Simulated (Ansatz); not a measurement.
Crystal: Pb.

```
Pb
1.0
     0.00000    2.47502    2.47502
     2.47502    0.00000    2.47502
     2.47502    2.47502    0.00000
Pb
1
Direct
  0.00000 0.00000 0.00000
```

Program: Ansatz 0.2.0. Alike in all runs: task band structure; cell as given; k mesh 9 × 9 × 9; smearing fermi-dirac 0.05 eV. Hardware: 2 threads of AMD EPYC 9B45 (Zen 5), with other jobs on the host.

Question: Order these runs on this cell by their wall time, lowest first.
A. level r2SCAN; potentials or basis Ansatz PAW; spin SOC, no magnetisation; cutoff (eV) 500
B. level PBE; potentials or basis Ansatz PAW; spin SOC, no magnetisation; cutoff (eV) 420
C. level PBE; potentials or basis SPMS NC; spin off; cutoff (eV) 381

Answer: C (0.39 s), B (1.9 s), A (4 s).
